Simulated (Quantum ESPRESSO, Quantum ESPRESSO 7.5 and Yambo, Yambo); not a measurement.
# BeTe (F-43m): G0W0 on several meshes in Yambo

Aim: the GW shift of BeTe (F-43m) against the k mesh.

Main program and level: Quantum ESPRESSO 7.5 and Yambo 5.3.0; PBE and many-body steps on it, plane waves.

The database entry behind the starting cell differs from later determinations by our own check (an axis about 1.5 % short against later determinations), so it need not match the best structure at ambient conditions.

### 1. Set-up

It takes space group F-43m (No. 216, cubic). The conventional cell has a = 5.540 Å, b = 5.540 Å, c = 5.540 Å, α = 90.00°, β = 90.00°, γ = 90.00°. Nearest to Be lie 4 Te at 2.40 Å. Nearest to Te lie 4 Be at 2.40 Å. Farther neighbours and most contacts between anions are not listed.

The cell and positions come from the Crystallography Open Database and are kept as given unless a step says otherwise. Spin-orbit coupling is left out unless a step names it.

### 2. Empty states on the mesh, 4×4×4 mesh, 515 bands

This step: Quantum ESPRESSO 7.5; DFT, PBE, plane waves, norm-conserving pseudopotentials.

The sums over transitions need many empty states on a uniform mesh; this step solves for them.

The input, pw.in:

```
&control
  calculation = 'nscf'
  prefix = 'x'
  outdir = 'o'
  pseudo_dir = 'pseudo'
/
&system
  ibrav = 0
  nat = 2
  ntyp = 2
  ecutwfc = 88.0
  nbnd = 515
  force_symmorphic = .true.
/
&electrons
  conv_thr = 1e-9
  electron_maxstep = 80
  diago_full_acc = .true.
  diago_thr_init = 5e-6
/
ATOMIC_SPECIES
  Be 9.012 Be.upf
  Te 127.6 Te.upf
CELL_PARAMETERS angstrom
  0.0000000000 2.7700000000 2.7700000000
  2.7700000000 0.0000000000 2.7700000000
  2.7700000000 2.7700000000 -0.0000000000
ATOMIC_POSITIONS crystal
  Be 0.0000000000 0.0000000000 0.0000000000
  Te 0.2500000000 0.2500000000 0.2500000000
K_POINTS automatic
  4 4 4 0 0 0
```

Started as:

```console
$ OMP_NUM_THREADS=1 mpirun -n 4 pw.x -nk 4 -in pw.in > pw.out
```

The program printed:

```text
Program PWSCF v.7.5 starts

     This program is part of the open-source Quantum ESPRESSO suite
     for quantum simulation of materials; please cite
         "P. Giannozzi et al., J. Phys.:Condens. Matter 21 395502 (2009);
         "P. Giannozzi et al., J. Phys.:Condens. Matter 29 465901 (2017);
         "P. Giannozzi et al., J. Chem. Phys. 152 154105 (2020);
     in publications or presentations arising from this work. More details at

     Atomic positions and unit cell read from directory:
     o/x.save/

     Message from routine setup:
[...]
k =-0.3536-0.3536 0.3536 (  3996 PWs)   bands (ev):

[...]
71.7481  71.7481  72.3093  72.3093  72.7972  73.7089  73.7643  74.8678
     [... 53 further rows ...]
   294.4006 295.0328 295.0328 295.1141 295.3957 295.9249 295.9249 296.8193
   296.8193 297.3532 297.3532

          k = 0.3536 0.0000 0.0000 (  4016 PWs)   bands (ev):

     [... further k-points ...]

     highest occupied, lowest unoccupied level (ev):     9.4262   11.2895

     XML data file, pseudopotentials, collected wavefunctions

=------------------------------------------------------------------------------=
   JOB DONE.
=------------------------------------------------------------------------------=
```

Elapsed: 83 s, on 4 MPI ranks of Arm Neoverse V1, shared host; peak memory 1 GiB.

Numbers from this step:

| Property | Result |
| --- | --- |
| gap | 1.863 eV |
| k of the valence top | 0, 0, 0 |
| k of the conduction bottom | 0, -0.5, -0.5 |
| least direct gap | 3.591 eV |
| k points computed | 8 |
| lowest point of the top converged band, above the valence top | 279.3352 eV |

On this mesh the gap is 1.863 eV.

The density comes from a self-consistent run that is not shown.

### 3. Conversion and set-up

This step: Yambo 5.3.0; conversion and set-up on PBE, plane waves, norm-conserving pseudopotentials.

The states are converted to the many-body program's format and the q mesh is built.

Started as:

```console
$ (cd o/x.save; p2y > p2y.log; mv SAVE ../..); yambo > setup.log
```

The program printed:

```text
 Yambo, version 5.3.0

 [02] CORE Variables Setup
 =========================

  [02.01] Unit cells
  ==================

  Cell kind             :  FCC
  Atoms in the cell     :  Be  Te
  number of Be atoms    :  1
  number of Te atoms    :  1

  List of atomic masses
  Mass of Be    :  9.012000
  Mass of Te    :  127.6000

  List of atomic coordinates    : [cc]
  Be1       :  0.000000  0.000000  0.000000  order 1
  Te1       :  2.617271  2.617271  2.617271  order 2

  Alat factors          :  5.234541  5.234541  5.234541 [a.u.]
  Direct lattice volume :  286.8573 [a.u.]
[...]
==========================================

 IBZ Q-points                                      :   8
 BZ  Q-points                                      :   64

 K/Q-points units:
 rlu = crystal or reduced units; cc = cartesian coordinates; iku = interal k-units

 Q [1]          [rlu]:  0.000000  0.000000  0.000000
 Q [2]          [rlu]: -0.61447E-17 -0.61447E-17  0.25000
 Q [3]          [rlu]:  0.12289E-16  0.12289E-16 -0.50000
[...]
Q [7]          [rlu]: -0.44291E-16 -0.50000     -0.50000
 Q [8]          [rlu]:  0.250000 -0.500000 -0.250000

  [03.01] X indexes
  =================

   [03.01.01] Sigma indexes
   ========================

 [06] Game Over & Game summary
```

The job ended after 2.7 s (1 MPI rank; peak memory 0.25 GiB).

### 4. 4×4×4

G0W0 replaces the xc potential by the self-energy, built once from these orbitals. Only a window of levels is corrected, while the sums run over the empty bands that the input names.

This step: G0W0 on PBE, plane waves, norm-conserving pseudopotentials.

The input, gw2.in:

```
HF_and_locXC
gw0
dyson
ppa
em1d
rim_cut
RandQpts= 1000000
RandGvec= 1 RL
EXXRLvcs= 88 Ry
VXCRLvcs= 352 Ry
Chimod= "HARTREE"
% BndsRnXp
 1 | 218 |
%
NGsBlkXp= 17 Ry
% LongDrXp
 1 | 1 | 1 |
%
% GbndRnge
 1 | 218 |
%
DysSolver= "n"
ExtendOut
PPAPntXp= 27.21138 eV
% QPkrange
 1 | 1 | 13 | 16 |
 7 | 7 | 13 | 16 |
%
```

Started as:

```console
$ OMP_NUM_THREADS=1 mpirun -n 4 yambo -F gw2.in -J gw2 -C gw2 > gw2.log
```

The program printed:

```text
 Yambo, version 5.3.0

 [02] CORE Variables Setup
 =========================

  [... cell, symmetries and grids as in the set-up ...]

  [02.05] Energies & Occupations
  ==============================

  [X] === General ===
  [X] Electronic Temperature                        :  0.000000  0.000000 [eV K]
  [X] Bosonic    Temperature                        :  0.000000  0.000000 [eV K]
  [X] Finite Temperature mode                       : no
  [X] El. density                                   :  0.65870E+24 [cm-3]
  [X] Fermi Level                                   :  9.426233 [eV]

  [X] === Gaps and Widths ===
  [X] Conduction Band Min                           :  1.863269 [eV]
  [X] Valence Band Max                              :  0.000000 [eV]
  [X] Filled Bands                                  :  14
  [X] Empty Bands                                   :    15   515
  [X] Direct Gap                                    :  3.590531 [eV]
  [X] Direct Gap localized at k                     :  1
  [X] Indirect Gap                                  :  1.863269 [eV]
  [X] Indirect Gap between kpts                     :   1   7
  [X] Last valence band width                       :  3.442439 [eV]
  [X] 1st conduction band width                     :  3.467501 [eV]

 [03] Transferred momenta grid and indexing
 ==========================================

 IBZ Q-points                                      :   8
 BZ  Q-points                                      :   64

 K/Q-points units:
 rlu = crystal or reduced units; cc = cartesian coordinates; iku = interal k-units

 Q [1]          [rlu]:  0.000000  0.000000  0.000000
 Q [2]          [rlu]: -0.61447E-17 -0.61447E-17  0.25000
 Q [3]          [rlu]:  0.12289E-16  0.12289E-16 -0.50000
 Q [4]          [rlu]:  0.22146E-16  0.25000      0.25000
 Q [5]          [rlu]: -0.24636E-16  0.25000      0.50000
 Q [6]          [rlu]:  0.12289E-16  0.25000     -0.25000
 Q [7]          [rlu]: -0.44291E-16 -0.50000     -0.50000
 Q [8]          [rlu]:  0.250000 -0.500000 -0.250000

 [04] Coloumb potential Random Integration (RIM)
 ===============================================

  [04.01] RIM initialization
  ==========================

  * Diagonal components only detected *

  8 x (sBL volume)        :  0.108090 [a.u.]
  sBZ random points       :  1000000
  Points outside the sBZ  :   7987327
  RL volume               :  0.864716 [a.u.]
  Integrated volume       :  0.866088 [a.u.]

  [04.02] RIM integrals
  =====================

  Gamma point sphere radius             :  0.086406 [a.u.]
  Points outside the sphere             :   799513
  [Int_sBZ(q=0) 1/q^2]*(Vol_sBZ)^(-1/3) =:  7.764325
                                 should be <:  7.795600

  Summary of Coulomb integrals for non-metallic bands |Q|[au] RIM/Bare

  Q [1] 0.100000E-4 0.995988 * Q [2] 0.259879 1.065884
  Q [4] 0.300083 1.064810 * Q [6] 0.424381 1.027704
  Q [5] 0.497631 1.020409 * Q [3] 0.519759 1.018308
  Q [7] 0.600166 1.014905 * Q [8] 0.671006 1.011860

 [WARNING] [Xp] User bands 1-218 break level degeneracy

 [05] Dipoles
 ============

  [05.01] Setup: observables and procedures
  =========================================

 [06] Dynamic Dielectric Matrix (PPA)
 ====================================

 [WR./gw2//ndb.pp]---------------------------------------------------------------
  Brillouin Zone Q/K grids (IBZ/BZ)                :    8   64    8   64
  RL vectors                                       :   4909 [WF]
  Coulomb cutoff potential                         : none
  Electronic Temperature                           :  0.000000 [K]
  Bosonic    Temperature                           :  0.000000 [K]
  PPA    diel. fun.  energies                      : Perdew, Burke & Ernzerhof(X)+Perdew, Burke & Ernzerhof(C)
  wavefunctions                                    : Perdew, Burke & Ernzerhof(X)+Perdew, Burke & Ernzerhof(C)
  Global Gauge                                     : length
  X matrix size                                    :   339
  X band range                                     :    1  218
  X e/h energy range                               : -1.000000 -1.000000 [eV]
  X Time ordering                                  : R
  X Hxc Kernel                                     : HARTREE
  X Drude frequency                                :  0.000000  0.000000
  X poles                                          :  100.0000 [o/o]
  RL vectors in the sum                            :   4909
  [r,Vnl] included                                 : yes
  Field direction                                  :  0.577350E-5  0.577350E-5  0.577350E-5
  BZ energy Double Grid                            : no
  BZ energy DbGd points                            : 0
  BZ Q point size factor                           : -1.000000
  X Optical Averaged directions                    : none

 [07] Local Exchange-Correlation + Non-Local Fock
 ================================================

 [VXC] Plane waves :   31951
 [EXS] Plane waves :   4111

 QP @ state[ 1 ] K range:  1  1
 QP @ state[ 1 ] b range:  13  16
 QP @ state[ 2 ] K range:   7   7
 QP @ state[ 2 ] b range:  13  16

 [xc] Functional : Perdew, Burke & Ernzerhof(X)+Perdew, Burke & Ernzerhof(C)
 [xc] LIBXC used to calculate xc functional
  PP Number of Atomic Species                      :  2
  NLCC RL compoments                               :   31951
  PP Number of Atomic Species                      :  2
  NLCC RL compoments                               :   31951

 [xc] E_xc :  -22.89162 [Ha]
      E_xc :  -45.78324 [Ry]

  Local XC kind (lXC) : Perdew, Burke & Ernzerhof(X)+Perdew, Burke & Ernzerhof(C)
  Non-Local XC kind (nlXC) : Hartree-Fock

  Corrections @ K [1] :  [eV]
 <13|nlXC|13> = -15.26186  0.28052E-17 <13|lXC|13> = -13.56043  0.18882E-15
 <14|nlXC|14> = -15.26184  0.52186E-17 <14|lXC|14> = -13.56043 -0.18882E-15
 <15|nlXC|15> = -6.180801  0.12068E-17 <15|lXC|15> = -10.71164 -0.18882E-15
 <16|nlXC|16> = -6.180477  0.30969E-17 <16|lXC|16> = -10.71164 -0.94434E-16

  Corrections @ K [7] :  [eV]
 <13|nlXC|13> = -14.82236 -0.99391E-17 <13|lXC|13> = -12.03900  0.47204E-16
 <14|nlXC|14> = -14.82238  0.10482E-16 <14|lXC|14> = -12.03900 -0.16876E-20
 <15|nlXC|15> = -5.350428 -0.21803E-17 <15|lXC|15> = -9.219037  0.11801E-16
 <16|nlXC|16> = -5.993243 -0.51366E-17 <16|lXC|16> = -10.01849  0.94443E-16

 [08] Dyson equation: Newton solver
 ==================================

  [08.01] G0W0 (W PPA)
  ====================

  [  GW  ] Bands range     :    1  218
  [GW/PPA] G damping       :  0.100000 [eV]

  QP @ state[ 1 ] K range:  1  1
  QP @ state[ 1 ] b range:  13  16
  QP @ state[ 2 ] K range:   7   7
  QP @ state[ 2 ] b range:  13  16

   Sc/G bands                                       :    1  218
   Sc/G damping                                     :  0.100000 ev
   Sc bands terminator                              : no
   Sx RL components                                 :   4111

   QP @ state[ 1 ] K range                          :  1  1
   QP @ state[ 1 ] b range                          :  13  16
   QP @ state[ 2 ] K range                          :   7   7
   QP @ state[ 2 ] b range                          :  13  16
   GF energies kind                                 : Perdew, Burke & Ernzerhof(X)+Perdew, Burke & Ernzerhof(C)
   GF WF`s kind                                     : Perdew, Burke & Ernzerhof(X)+Perdew, Burke & Ernzerhof(C)
   Xs energies kind                                 : Perdew, Burke & Ernzerhof(X)+Perdew, Burke & Ernzerhof(C)
   Xs WF`s kind                                     : Perdew, Burke & Ernzerhof(X)+Perdew, Burke & Ernzerhof(C)

 [11] Game Over & Game summary
```

The job ended after 4.9 min (4 MPI ranks; peak memory 1.9 GiB).

This step gave:

```yaml
g0w0_gap_on_the_points_computed: 2.716 eV
starting_gap_on_the_mesh: 1.863 eV
k_of_the_valence_top: 0, 0, 0
k_of_the_conduction_bottom: 0, -0.5, -0.5
least_direct_g0w0_gap_on_the_computed_points: 4.680 eV
z_at_the_valence_top: 0.8077
z_at_the_conduction_bottom: 0.8197
```

The gap on the mesh goes from 1.86 eV to 2.72 eV, a correction of +0.85 eV.

### 5. Empty states on the mesh, 2×2×2 mesh, 218 bands

This step: Quantum ESPRESSO 7.5; DFT, PBE, plane waves, norm-conserving pseudopotentials.

pw.in, as its differences from that of step 2:

```diff
@@ -11,3 +11,3 @@
   ecutwfc = 88.0
-  nbnd = 515
+  nbnd = 218
   force_symmorphic = .true.
@@ -31,2 +31,2 @@
 K_POINTS automatic
-  4 4 4 0 0 0
+  2 2 2 0 0 0
```

Started as:

```console
$ OMP_NUM_THREADS=1 mpirun -n 4 pw.x -nk 4 -in pw.in > pw.out
```

The program printed:

```text
[banner, memory and clock lines left out]
Program PWSCF v.7.5 starts

     Atomic positions and unit cell read from directory:
     o/x.save/

     Message from routine setup:
     using ibrav=0 with symmetry is DISCOURAGED, use correct ibrav instead

     Message from routine divide_et_impera:
     suboptimal parallelization: some nodes have no k-points

     G-vector sticks info

     bravais-lattice index     =            0
     lattice parameter (alat)  =       7.4028  a.u.
     unit-cell volume          =     286.8573 (a.u.)^3
     number of atoms/cell      =            2
[...]
[... 16 further rows ...]
[...]
167.9425 168.0195

          k =-0.3536-0.3536 0.3536 (  3996 PWs)   bands (ev):

[...]
[... 16 further rows ...]
[...]
160.5900 161.3660

          k =-0.7071 0.0000 0.0000 (  3984 PWs)   bands (ev):

[...]
70.2461  70.5193  71.4884  72.1914  72.2815  72.2815  74.0404  74.2972
     [... 16 further rows ...]
   155.6512 155.6512 156.5935 157.8130 157.8130 158.4476 160.9196 161.1787
   161.3394 161.3394

     highest occupied, lowest unoccupied level (ev):     9.4262   11.2895

     XML data file, pseudopotentials, collected wavefunctions
```

Wall time 11 s (4 MPI ranks); peak memory 0.42 GiB; 43 s of CPU time.

This step gave:

| Property | Result |
| --- | --- |
| gap | 1.863 eV |
| k of the valence top | 0, 0, 0 |
| k of the conduction bottom | 0, -0.5, -0.5 |
| least direct gap | 3.591 eV |
| k points computed | 3 |
| lowest point of the top converged band, above the valence top | 151.9132 eV |

On this mesh the gap is 1.863 eV.

### 6. Conversion and set-up

This step: Yambo 5.3.0; conversion and set-up on PBE, plane waves, norm-conserving pseudopotentials.

Started as:

```console
$ (cd o/x.save; p2y > p2y.log; mv SAVE ../..); yambo > setup.log
```

The program printed:

```text
 Yambo, version 5.3.0

 [02] CORE Variables Setup
 =========================

  [02.01] Unit cells
  ==================

  Cell kind             :  FCC
  Atoms in the cell     :  Be  Te
  number of Be atoms    :  1
  number of Te atoms    :  1

  List of atomic masses
  Mass of Be    :  9.012000
  Mass of Te    :  127.6000

  List of atomic coordinates    : [cc]
  Be1       :  0.000000  0.000000  0.000000  order 1
  Te1       :  2.617271  2.617271  2.617271  order 2

  Alat factors          :  5.234541  5.234541  5.234541 [a.u.]
  Direct lattice volume :  286.8573 [a.u.]
[...]
0.000000  0.000000  0.000000  0.000000  0.000000  0.000000  0.000000  0.000000

 [03] Transferred momenta grid and indexing
 ==========================================

 IBZ Q-points                                      :  3
 BZ  Q-points                                      :   8

 K/Q-points units:
 rlu = crystal or reduced units; cc = cartesian coordinates; iku = interal k-units

 Q [1]          [rlu]:  0.000000  0.000000  0.000000
 Q [2]          [rlu]:  0.12289E-16  0.12289E-16 -0.50000
 Q [3]          [rlu]: -0.44291E-16 -0.50000     -0.50000

  [03.01] X indexes
  =================

   [03.01.01] Sigma indexes
   ========================

 [06] Game Over & Game summary
```

The job ended after 2.4 s (1 MPI rank; peak memory 0.25 GiB).

(Continued in part 2 of 2.)

[Paths, hosts, dates, memory and timing lines, banners, echoed tables and standing remarks are left out of the program output.]

[Logs are printed without paths, hosts, clocks, repeated set-up lines and the standing remarks that a program may print on its own settings, such as how far it seeks lower states.]

[Runs of the session that timed out or met a known fault of the program may be left out.]

[Hosts, paths, dates, database ids (printed as entryN), source tags and the programs' standing remarks are cut or masked in the printed files.]
